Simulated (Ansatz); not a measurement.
This script drives the Python package of Ansatz (0.2.0).

`cdi2_strain.py`
```python
"""Energy of CdI2 under biaxial strain, ions carried with the cell."""

from dataclasses import dataclass

import ansatz as az
import numpy as np
from tabulate import tabulate


@dataclass(frozen=True)
class RunConfig:
    xc: str = "PBE"
    smearing: str = "fermi_dirac"
    smearing_width: float = 0.05
    cutoff_ev: int = 520
    mesh: tuple[int, ...] = (6, 6, 4)


cfg = RunConfig()

vectors0 = np.array([
    [4.244, 0.0, 0.0],
    [-2.122, 3.675412, 0.0],
    [0.0, 0.0, 6.859],
])
sites = [
    ("Cd", [0.0, 0.0, 0.0]),
    ("I", [1 / 3, 2 / 3, 0.2492]),
    ("I", [2 / 3, 1 / 3, 0.7508]),
]


def make_crystal(cell):
    crystal = az.Crystal(lattice=az.Lattice.of(cell))
    for symbol, position in sites:
        crystal = crystal.atom(symbol, position)
    return crystal


def main() -> None:
    # clamped ions: the fractional positions stay as typed
    values = np.linspace(-0.03, 0.03, 5)
    energies = []
    for d in values:
        strain = np.diag([d, d, 0])
        cell = vectors0 @ (np.eye(3) + strain)
        calculation = (
            make_crystal(cell).calculation()
            .functional(cfg.xc)
            .occupations(cfg.smearing, width=cfg.smearing_width)
            .basis(cfg.cutoff_ev)
            .kpoints(*cfg.mesh)
            .stress()
        )
        rep = calculation.run(threads=1, pin="off").report
        energies.append(rep["free_energy_ev"] / len(sites))
        s = rep["stress_gpa"]
        print(f"d = {d:+.4f}  stress xx yy zz xy (GPa, compression positive): {s[0][0]:8.3f} {s[1][1]:8.3f} {s[2][2]:8.3f} {s[0][1]:8.3f}")
    energies = np.array(energies)

    print(tabulate(zip(values, 1000 * (energies - energies.min())), headers=["strain", "dE (meV/atom)"], floatfmt=".3f"))
    curvature = 2 * np.polyfit(values, energies, 3)[1]
    volume = abs(np.linalg.det(vectors0)) / len(sites)
    print(f"d2E/dd2 over the volume: {curvature / volume * 160.21766:.1f} GPa")


if __name__ == "__main__":
    main()
```

It is started by `python cdi2_strain.py`. How long does it take on 1 thread of Arm Neoverse V2, on a shared host, and how much memory does it need?

It took about 23 s, with a peak of 0.49 GiB, for 5 runs of the engine.

```console
$ python cdi2_strain.py
DeckWarning: crystal.lattice misses the space group found at crystal.symmetry.tolerance 1.0e-5 in a digit that the deck types, which is why this is a warning: making the lattice exact moves one of [...]
d = -0.0300  stress xx yy zz xy (GPa, compression positive):    4.845    4.845    3.956    0.000
d = -0.0150  stress xx yy zz xy (GPa, compression positive):    3.241    3.241    2.828   -0.000
d = +0.0000  stress xx yy zz xy (GPa, compression positive):    1.860    1.860    1.871    0.000
d = +0.0150  stress xx yy zz xy (GPa, compression positive):    0.673    0.673    1.062    0.000
d = +0.0300  stress xx yy zz xy (GPa, compression positive):   -0.344   -0.344    0.380    0.000
  strain    dE (meV/atom)
--------  ---------------
  -0.030           52.460
  -0.015           26.214
   0.000            9.437
   0.015            1.025
   0.030            0.000
d2E/dd2 over the volume: 167.7 GPa
```
(Warnings from the package without file and line, shortened, repeats left out.)

Against the unstrained cell the energy per atom changes by +43.02 meV at one end of the scan and -9.44 meV at the other, and its second derivative over the volume is 167.7 GPa. The lowest row is an end of the scan, as the cell stands under stress.

Reading the output:
- The curvature belongs to this strain pattern and to the cell's stress; it equals a single elastic constant only for simple patterns.
- The starting cell is as deposited in a crystallographic database; the results hold for this polymorph, which needn't be the stable one.
- The ions keep their fractional positions (clamped ions).
